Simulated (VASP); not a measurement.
# Cs2SnI6 (Fm-3m) in VASP: relaxation of cell and atoms with PBE

Aim: the relaxation of cell and atoms of Cs2SnI6 with PBE.

Program: VASP 6.6.1. These are calculated values, not measurements. Logs are shortened: lines on timing, memory, paths and dates and some standing lists are left out, and cuts for length are marked.

## Step 1: The structure

Symmetry: Fm-3m, No. 225, cubic system. Conventional cell: a = 11.628 Å, b = 11.628 Å, c = 11.628 Å, α = 90.00°, β = 90.00°, γ = 90.00°. Cs (site symmetry -43m) is surrounded by 12 I at 4.11 Å. Sn (site symmetry m-3m) is surrounded by 6 I at 2.85 Å. I (site symmetry 4mm) is surrounded by 1 Sn at 2.85 Å.

## Step 2: Relaxation of cell and atoms, PBE

The input, INCAR:

```
SYSTEM = Cs2SnI6
PREC     = Accurate       ! precision mode
ENCUT    = 600            ! plane-wave cutoff, eV
EDIFF    = 1E-7           ! SCF threshold, eV
ISMEAR   = 0              ! smearing method
SIGMA    = 0.02           ! smearing width, eV
LREAL    = .FALSE.        ! projectors in reciprocal space
LASPH    = .TRUE.         ! aspherical terms in the spheres
NELM     = 80             ! most SCF steps
ALGO     = Fast           ! electronic algorithm
ISIF     = 3              ! what is computed and relaxed
LWAVE    = .FALSE.        ! write WAVECAR
LCHARG   = .FALSE.        ! write CHGCAR
GGA      = PE             ! functional
IBRION   = 2              ! ionic algorithm
NSW      = 80             ! ionic steps
EDIFFG   = -0.004         ! ionic threshold
```

The input, KPOINTS:

```
regular mesh
0
G
  4 4 4
  0 0 0
```

The input, POSCAR:

```
Cs2SnI6
1.0
    0.0000000000      5.8138000000      5.8138000000
    5.8138000000      0.0000000000      5.8138000000
    5.8138000000      5.8138000000      0.0000000000
Cs Sn I
2 1 6
Direct
    0.2500000000      0.2500000000      0.2500000000
    0.7500000000      0.7500000000      0.7500000000
    0.0000000000      0.0000000000      0.0000000000
    0.7546400000      0.2453600000      0.2453600000
    0.2453600000      0.7546400000      0.2453600000
    0.2453600000      0.7546400000      0.7546400000
    0.7546400000      0.2453600000      0.7546400000
    0.2453600000      0.2453600000      0.7546400000
    0.7546400000      0.7546400000      0.2453600000
```

Potentials or basis: VASP PAW PBE potentials, release 64 (Cs_sv, Sn_d, I).

Command:

```
$ cat potpaw_PBE.64/Cs_sv/POTCAR potpaw_PBE.64/Sn_d/POTCAR potpaw_PBE.64/I/POTCAR > POTCAR
$ mpirun -np 1 vasp_std > vasp.out
```

OUTCAR:

```text
SYSTEM = Cs2SnI6
   PREC = Accurate
   ENCUT = 600
   EDIFF = 1E-7
   ISMEAR = 0
   LREAL = .FALSE.
   LASPH = .TRUE.
   NELM = 80
   ISIF = 3
   GGA = PE
   IBRION = 2
   NSW = 80
   EDIFFG = -0.004

 ion  position               nearest neighbor table
   1  0.250  0.250  0.250-
   2  0.750  0.750  0.750-
   3  0.000  0.000  0.000-   4 2.85   5 2.85   6 2.85   7 2.85   8 2.85   9 2.85
   4  0.755  0.245  0.245-   3 2.85
   5  0.245  0.755  0.245-   3 2.85
   6  0.245  0.755  0.755-   3 2.85
   7  0.755  0.245  0.755-   3 2.85
   8  0.245  0.245  0.755-   3 2.85
   9  0.755  0.755  0.245-   3 2.85

  LATTYP: Found a face centered cubic cell.
 ALAT       =    11.6276000000

  Lattice vectors:

 A1 = (   0.0000000000,   5.8138000000,   5.8138000000)
 A2 = (   5.8138000000,   0.0000000000,   5.8138000000)
 A3 = (   5.8138000000,   5.8138000000,   0.0000000000)

Analysis of symmetry for initial positions (statically):
=====================================================================
 Subroutine PRICEL returns:
 Original cell was already a primitive cell.

 Routine SETGRP: Setting up the symmetry group for a
 face centered cubic supercell.

 Subroutine GETGRP returns: Found 48 space group operations
 (whereof 48 operations were pure point group operations)
 out of a pool of 48 trial point group operations.

The static configuration has the point symmetry O_h .

Analysis of symmetry for dynamics (positions and initial velocities):
=====================================================================
 Subroutine PRICEL returns:
 Original cell was already a primitive cell.

 Routine SETGRP: Setting up the symmetry group for a
 face centered cubic supercell.

 Subroutine GETGRP returns: Found 48 space group operations
 (whereof 48 operations were pure point group operations)
 out of a pool of 48 trial point group operations.

The dynamic configuration has the point symmetry O_h .

 Subroutine INISYM returns: Found 48 space group operations
 (whereof 48 operations are pure point group operations),
 and found     1 'primitive' translations

----------------------------------------------------------------------------------------

                                     Primitive cell

  volume of cell :     393.0160

  direct lattice vectors                    reciprocal lattice vectors
     0.000000000  5.813800000  5.813800000    -0.086002270  0.086002270  0.086002270
     5.813800000  0.000000000  5.813800000     0.086002270 -0.086002270  0.086002270
     5.813800000  5.813800000  0.000000000     0.086002270  0.086002270 -0.086002270

  length of vectors
     8.221954809  8.221954809  8.221954809     0.148960302  0.148960302  0.148960302

  position of ions in fractional coordinates (direct lattice)
     0.250000000  0.250000000  0.250000000
     0.750000000  0.750000000  0.750000000
     0.000000000  0.000000000  0.000000000
     0.754640000  0.245360000  0.245360000
     0.245360000  0.754640000  0.245360000
     0.245360000  0.754640000  0.754640000
     0.754640000  0.245360000  0.754640000
     0.245360000  0.245360000  0.754640000
     0.754640000  0.754640000  0.245360000

  ion indices of the primitive-cell ions
   primitive index   ion index
                 1           1
                 2           2
                 3           3
                 4           4
                 5           5
                 6           6
                 7           7
                 8           8
                 9           9

----------------------------------------------------------------------------------------

 KPOINTS: regular mesh

Automatic generation of k-mesh.
 Grid dimensions read from file:
 generate k-points for:    4    4    4

 Generating k-lattice:

  Cartesian coordinates                     Fractional coordinates (reciprocal lattice)
    -0.021500568  0.021500568  0.021500568     0.250000000  0.000000000  0.000000000
     0.021500568 -0.021500568  0.021500568     0.000000000  0.250000000  0.000000000
     0.021500568  0.021500568 -0.021500568     0.000000000  0.000000000  0.250000000

  Length of vectors
     0.037240076  0.037240076  0.037240076

  Shift w.r.t. Gamma in fractional coordinates (k-lattice)
     0.000000000  0.000000000  0.000000000

 Subroutine IBZKPT returns following result:
 ===========================================

 Found      8 irreducible k-points:

 Following reciprocal coordinates:
            Coordinates               Weight
  0.000000  0.000000  0.000000      1.000000
  0.250000  0.000000  0.000000      8.000000
  0.500000  0.000000  0.000000      4.000000
  0.250000  0.250000  0.000000      6.000000
  0.500000  0.250000  0.000000     24.000000
 -0.250000  0.250000  0.000000     12.000000
  0.500000  0.500000  0.000000      3.000000
 -0.250000  0.500000  0.250000      6.000000
   k-points           NKPTS =      8   k-points in BZ     NKDIM =      8   number of bands    NBANDS=     44
   number of dos      NEDOS =    301   number of ions     NIONS =      9
   total plane-waves  NPLWV = 343000
   dimension x,y,z NGX =    70 NGY =   70 NGZ =   70
   dimension x,y,z NGXF=   140 NGYF=  140 NGZF=  140
   ions per type =               2   1   6
   NGX,Y,Z   is equivalent  to a cutoff of  14.15, 14.15, 14.15 a.u.
   NGXF,Y,Z  is equivalent  to a cutoff of  28.31, 28.31, 28.31 a.u.
 SYSTEM =  Cs2SnI6
   PREC   = accura    normal or accurate (medium, high low for compatibility)
   ISTART =      0    job   : 0-new  1-cont  2-samecut
   ICHARG =      2    charge: 1-file 2-atom 10-const
   ISPIN  =      1    spin polarized calculation?
   LNONCOLLINEAR =      F non collinear calculations
   LSORBIT =      F    spin-orbit coupling
   LASPH  =      T    aspherical Exc in radial PAW
   ENCUT  =  600.0 eV  44.10 Ry    6.64 a.u.  16.42 16.42 16.42*2*pi/ulx,y,z
   NELM   =     80;   NELMIN=  2; NELMDL= -5     # of ELM steps
   EDIFF  = 0.1E-06   stopping-criterion for ELM
   LREAL  =      F    real-space projection
   EDIFFG = -.4E-02   stopping-criterion for IOM
   NSW    =     80    number of steps for IOM
   IBRION =      2    ionic relax: 0-MD 1-quasi-New 2-CG
   NFREE  =      1    steps in history (QN), initial steepest desc. (CG)
   ISIF   =      3    stress and relaxation
   ISYM   =      2    0-nonsym 1-usesym 2-fastsym
   POTIM  = 0.5000    time-step for ionic-motion
   TEBEG  =    0.0;   TEEND  =   0.0 temperature during run
   PSTRESS=    0.0 pullay stress
   NELECT =      74.0000    total number of electrons
   NUPDOWN=      -1.0000    fix difference up-down
   EMIN   =  10.00;   EMAX   =-10.00  energy-range for DOS
   EFERMI =   0.00;   METHOD = LEGACY
   ISMEAR =     0;   SIGMA  =   0.02  broadening in eV -4-tet -1-fermi 0-gaus
   EFERMI_NEDOS =   21; number of points for ismear=-14 and -15
   IALGO  =     68    algorithm
   IMIX   =      4    mixing-type and parameters
     AMIX     =   0.40;   BMIX     =  1.00
     AMIX_MAG =   1.60;   BMIX_MAG =  1.00
  volume/ion in A,a.u.               =      43.67       294.69
  Fermi-wavevector in a.u.,A,eV,Ry     =   0.938315  1.773158 11.979046  0.880435
  Thomas-Fermi vector in A             =   2.065514
   LORBIT       =      0    0 simple, 1 ext, 2 COOP (PROOUT), +10 PAW based schemes
   GGA     = PE    functional components
   LHFCALC =     F    Hartree Fock is set to
   AEXX    =    0.0000 exact exchange contribution
   IVDW    =     0    specifies the selected vdW correction
   LEPSILON=     F    determine dielectric tensor
   LRPA    =     F    only Hartree local field effects (RPA)
 conjugate gradient relaxation of ions
 non-spin polarized calculation
 RMM-DIIS sequential band-by-band and
 Gauss-broadening in eV      SIGMA  =   0.02
  energy-cutoff  :      600.00
  volume of cell :      393.02
 maximum number of plane-waves:     13323
 NGX is ok and might be reduce to    70
   NGX = 33   NGY = 33   NGZ = 33

--------------------------------------- Ionic step        1  -------------------------------------------

 number of electron      73.9999996 magnetization

 Free energy of the ion-electron system (eV)
  ---------------------------------------------------
  ext. energy  EPLUGINS =         0.00000000
  ---------------------------------------------------
  free energy    TOTEN  =       -22.81936416 eV

  energy without entropy =      -22.81936416  energy(sigma->0) =      -22.81936416

------------------------ aborting loop because EDIFF is reached ----------------------------------------

  FORCE on cell =-STRESS in cart. coord.  units (eV):
  Direction    XX          YY          ZZ          XY          YZ          ZX
  --------------------------------------------------------------------------------------
  -------------------------------------------------------------------------------------
  Total        3.8916816      3.8916816      3.8916816     -0.0000000      0.0000000     -0.0000000
  in kB       15.8649104     15.8649104     15.8649104     -0.0000000      0.0000000     -0.0000000
  external PRESSURE =      15.8649104 kB  Pullay stress =       0.0000000 kB
[... 329 lines left out ...]
  energy  without entropy=      -22.9794008964  energy(sigma->0) =      -22.97940090

--------------------------------------- Ionic step        9  -------------------------------------------

 number of electron      74.0000001 magnetization

 Free energy of the ion-electron system (eV)
  ---------------------------------------------------
  ext. energy  EPLUGINS =         0.00000000
  ---------------------------------------------------
  free energy    TOTEN  =       -22.97952749 eV

  energy without entropy =      -22.97952749  energy(sigma->0) =      -22.97952749

 E-fermi :   1.1864     XC(G=0):  -7.4837

 val. band max:        1.0886456286   @ k =   0.0000   0.0000   0.0000
 cond. band min:       1.3537221619   @ k =   0.0000   0.0000   0.0000
 fundamental gap:      0.2650765333
 Fermi energy:         1.1863984849

 k-point     1 :       0.0000    0.0000    0.0000
  band No.  band energies     occupation
      1     -20.2623      2.00000
      2     -20.2623      2.00000
      3     -20.2204      2.00000
      4     -20.2204      2.00000
      5     -20.2204      2.00000
      6     -19.4064      2.00000
[... 401 lines left out ...]
  FREE ENERGIE OF THE ION-ELECTRON SYSTEM (eV)
  ---------------------------------------------------
  free  energy   TOTEN  =       -22.9795274874 eV

  energy  without entropy=      -22.9795274874  energy(sigma->0) =      -22.97952749

 reached required accuracy - stopping structural energy minimisation
```

Run time: 28 min. Hardware: 1 thread of Intel Xeon 6975P-C (Granite Rapids), shared host; peak memory 0.85 GiB.

Results:

```
Free energy                            : -22.9795 eV
Relaxed volume                         : 48.56 Å³/atom
Relaxed cell                           : a = 8.518 Å, b = 8.518 Å, c = 8.518 Å, α = 60.00°, β = 60.00°, γ = 60.00°
Space group after relaxing (to 0.05 Å) : Fm-3m (No. 225)
Energy gained by relaxing              : 17.8 meV/atom
Ionic steps                            : 9
Pressure after relaxing                : 0.0 GPa
Band gap on the k mesh                 : 0.27 eV, direct
```

Step by step:
```tsv
step	energy change (eV)	largest force (eV/Å)	pressure (GPa)	volume (Å³)
1	0.0000	0.2789	1.59	393.02
2	-0.1312	0.1268	0.12	418.13
3	-0.1314	0.1410	0.07	419.34
4	-0.1374	0.1307	0.06	421.19
5	-0.1513	0.0802	0.03	426.79
6	-0.1598	0.0246	0.03	438.12
7	-0.1601	0.0084	0.03	436.35
8	-0.1600	0.0123	-0.04	437.94
9	-0.1602	0.0002	0.01	437.00
```

Final structure:
```yaml
crystal:
  lattice:
    - [0.00000, 6.02305, 6.02305]
    - [6.02305, 0.00000, 6.02305]
    - [6.02305, 6.02305, 0.00000]
  atoms:
    - { symbol: Cs, position: [0.25000, 0.25000, 0.25000] }
    - { symbol: Cs, position: [0.75000, 0.75000, 0.75000] }
    - { symbol: Sn, position: [0.00000, 0.00000, 0.00000] }
    - { symbol: I, position: [0.75837, 0.24163, 0.24163] }
    - { symbol: I, position: [0.24163, 0.75837, 0.24163] }
    - { symbol: I, position: [0.24163, 0.75837, 0.75837] }
    - { symbol: I, position: [0.75837, 0.24163, 0.75837] }
    - { symbol: I, position: [0.24163, 0.24163, 0.75837] }
    - { symbol: I, position: [0.75837, 0.75837, 0.24163] }
```

Caveat: spin-orbit coupling is left out, which moves the levels of the heavy elements; the volume moved by +11 % from the deposited cell, more than functionals usually miss.
